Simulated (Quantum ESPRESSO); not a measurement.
WC (Qusongite) in Quantum ESPRESSO: the effect of functional

The system is WC (Qusongite).

```
W C
1.0
     2.90650    0.00000    0.00000
    -1.45325    2.51710    0.00000
     0.00000    0.00000    2.83660
W C
1 1
Cartesian
  0.0000 0.0000 0.0000
  1.4533 0.8390 1.4183
```

Alike in all runs:

```yaml
Program: Quantum ESPRESSO 7.5
Task: phonons
Cutoff: 762 eV
Density_cutoff: 6095 eV
k_mesh: 10 × 10 × 9
Occupations: cold, width 0.2 eV
Spin: no spin polarisation
```

Each run relaxes the cell or the atoms first.

One run gave: relaxed volume 10.16 Å³/atom; highest phonon frequency 630 cm⁻¹. Which functional did it use?
A. AM05
B. RPBE
C. LDA
D. PBEsol
E. PBE

C.

```csv
functional,potentials or basis,relaxed volume (Å³/atom),highest phonon frequency (cm⁻¹)
LDA,GBRV 1.5 LDA,10.16,630
PBE,GBRV 1.5 PBE,10.55,609
PBEsol,GBRV 1.5 PBEsol,10.31,625
RPBE,GBRV 1.5 PBE,10.63,603
AM05,GBRV 1.5 PBE,10.29,628
WC,GBRV 1.5 PBE,10.39,619
```

Caveats: the mesh is thin for the phonons of a metal; the potentials were made for another functional, which shifts forces and pressure (some runs).

Not every run made on this cell is shown here.
